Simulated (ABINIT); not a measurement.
# Ba (Im-3m) in ABINIT: a series of runs, part 2 of 2

ABINIT 10.8.3 (patched build).

### Step 5. Equation of state, WC

The input, run.abi:

```
# Datasets: one volume each
ndtset 7
getwfk -1
scalecart1 3*0.9795861087
scalecart2 3*0.9864848297
scalecart3 3*0.9932883884
scalecart4 3*1.0000000000
scalecart5 3*1.0066227096
scalecart6 3*1.0131594038
scalecart7 3*1.0196128224

# Pseudopotentials
pp_dirpath "./"
pseudos "Ba.GGA_PBE-JTH.xml"

# Structure
acell 3*1.0 Angstrom
rprim
    -2.5065000000     2.5065000000     2.5065000000
     2.5065000000    -2.5065000000     2.5065000000
     2.5065000000     2.5065000000    -2.5065000000
ntypat 1
znucl 56
natom 1
typat 1
xred
     0.0000000000     0.0000000000     0.0000000000

# Plane-wave basis
ecut 18.0
pawecutdg 36.0
pawxcdev 0

# k points
kptopt 1
ngkpt 8 8 8
nshiftk 1
shiftk 0.0 0.0 0.0

# Exchange and correlation
ixc 23

# Bands and occupations
nband 9
occopt 3
tsmear 0.00183747

# SCF cycle
nstep 100
tolvrs 1.0e-9

# Output
iomode 3
prtwf 1
prtden 0
prteig 0
prtebands 0
```

Potentials or basis: JTH PAW PBE v2.0.

On the command line:

```
$ abinit run.abi > log 2>&1
```

run.abo:

```text
.Version 10.8.3 of ABINIT
 DATASET    1 : space group Im -3 m (#229); Bravais cI (body-center cubic)
================================================================================
 Values of the parameters that define the memory need for DATASET  1.
     intxc =       0    ionmov =       0      iscf =      17    lmnmax =      18
     lnmax =       6     mgfft =      32  mpssoang =       3    mqgrid =    3001
     natom =       1  nloc_mem =       2    nspden =       1   nspinor =       1
    nsppol =       1      nsym =      48    n1xccc =       1    ntypat =       1
    occopt =       3   xclevel =       2
       mpw =        1475          nfft =       32768          nkpt =          29
 PAW method is used; the additional fine FFT grid is defined by:
   mgfftf=        45    nfftf =     91125
================================================================================
================================================================================
[... 71 lines left out ...]
 DATASET    7 : space group Im -3 m (#229); Bravais cI (body-center cubic)
================================================================================
 Values of the parameters that define the memory need for DATASET  7.
     intxc =       0    ionmov =       0      iscf =      17    lmnmax =      18
     lnmax =       6     mgfft =      32  mpssoang =       3    mqgrid =    3001
     natom =       1  nloc_mem =       2    nspden =       1   nspinor =       1
    nsppol =       1      nsym =      48    n1xccc =       1    ntypat =       1
    occopt =       3   xclevel =       2
       mpw =        1665          nfft =       32768          nkpt =          29
 PAW method is used; the additional fine FFT grid is defined by:
   mgfftf=        48    nfftf =    110592
================================================================================
================================================================================

--------------------------------------------------------------------------------
------------- Echo of variables that govern the present computation ------------
--------------------------------------------------------------------------------
 -outvars: echo values of preprocessed input variables --------
            acell      1.8897261259E+00  1.8897261259E+00  1.8897261259E+00 Bohr
              amu      1.37327000E+02
             ecut      1.80000000E+01 Hartree
           getwfk          -1
              ixc          23
           jdtset        1    2    3    4    5    6    7
[... 112 lines left out ...]
 Compensation charge density is not taken into account in XC energy/potential

   6.16863851E+02                                ecore*ucvol(ha*bohr**3)
--------------------------------------------------------------------------------

================================================================================

--- !BeginCycle
iteration_state: {dtset: 1, }
solver: {iscf: 17, nstep: 100, nline: 4, wfoptalg: 10, }
tolerances: {tolvrs: 1.00E-09, }
...
[... 1176 lines left out ...]
-Cartesian components of stress tensor (GPa)         [Pressure= -1.1449E+00 GPa]
- sigma(1 1)=  1.14494736E+00  sigma(3 2)=  0.00000000E+00
- sigma(2 2)=  1.14494736E+00  sigma(3 1)=  0.00000000E+00
- sigma(3 3)=  1.14494736E+00  sigma(2 1)=  0.00000000E+00

== END DATASET(S) ==============================================================
================================================================================

 -outvars: echo values of variables after computation  --------
            acell      1.8897261259E+00  1.8897261259E+00  1.8897261259E+00 Bohr
           etotal1    -2.5857046885E+01
           etotal2    -2.5856956908E+01
           etotal3    -2.5856820768E+01
           etotal4    -2.5856657257E+01
           etotal5    -2.5856430918E+01
           etotal6    -2.5856164700E+01
           etotal7    -2.5855856181E+01
            fcart1    -0.0000000000E+00 -0.0000000000E+00 -0.0000000000E+00
            fcart2    -0.0000000000E+00 -0.0000000000E+00 -0.0000000000E+00
            fcart3    -0.0000000000E+00 -0.0000000000E+00 -0.0000000000E+00
            fcart4    -0.0000000000E+00 -0.0000000000E+00 -0.0000000000E+00
            fcart5    -0.0000000000E+00 -0.0000000000E+00 -0.0000000000E+00
            fcart6    -0.0000000000E+00 -0.0000000000E+00 -0.0000000000E+00
            fcart7    -0.0000000000E+00 -0.0000000000E+00 -0.0000000000E+00
            rprim1    -2.4553325815E+00  2.4553325815E+00  2.4553325815E+00
                       2.4553325815E+00 -2.4553325815E+00  2.4553325815E+00
                       2.4553325815E+00  2.4553325815E+00 -2.4553325815E+00
[... 17 lines left out ...]
                       2.5556595393E+00  2.5556595393E+00 -2.5556595393E+00
           strten1     7.6858355779E-06  7.6858355779E-06  7.6858355779E-06
                       0.0000000000E+00  0.0000000000E+00  0.0000000000E+00
           strten2     1.3845057480E-05  1.3845057480E-05  1.3845057480E-05
                       0.0000000000E+00  0.0000000000E+00  0.0000000000E+00
           strten3     1.8931867726E-05  1.8931867726E-05  1.8931867726E-05
                       0.0000000000E+00  0.0000000000E+00  0.0000000000E+00
           strten4     2.4066175033E-05  2.4066175033E-05  2.4066175033E-05
                       0.0000000000E+00  0.0000000000E+00  0.0000000000E+00
           strten5     2.9353591159E-05  2.9353591159E-05  2.9353591159E-05
                       0.0000000000E+00  0.0000000000E+00  0.0000000000E+00
           strten6     3.4163000814E-05  3.4163000814E-05  3.4163000814E-05
                       0.0000000000E+00  0.0000000000E+00  0.0000000000E+00
           strten7     3.8915969754E-05  3.8915969754E-05  3.8915969754E-05
                       0.0000000000E+00  0.0000000000E+00  0.0000000000E+00
 Calculation completed.
```

Wall time 52 s (1 thread of Arm Neoverse V2, shared host); peak memory 0.14 GiB.

What came out:

- Equilibrium volume: 56.17 Å³/atom (rough: see the caveat)
- Bulk modulus: 3.2 GPa (rough)

Energy against volume, from the lowest point:
| volume (Å³/atom) | energy (meV/atom) |
| --- | --- |
| 59.209 | 0.00 |
| 60.469 | 2.45 |
| 61.729 | 6.15 |
| 62.989 | 10.60 |
| 64.249 | 16.76 |
| 65.508 | 24.01 |
| 66.768 | 32.40 |

Caveat: this set's barium file shifts pressures by 1.5 GPa and gaps by 0.1 eV against other sets; pressures at fixed basis lie under the slope of the energies; the fit is doubtful: noisy points or a state that changes with volume; the minimum lies outside the volumes run; the PAW data sets were made with another functional, which shifts forces and pressure a little. The run has no spin-orbit coupling, so splittings on Ba are missing.
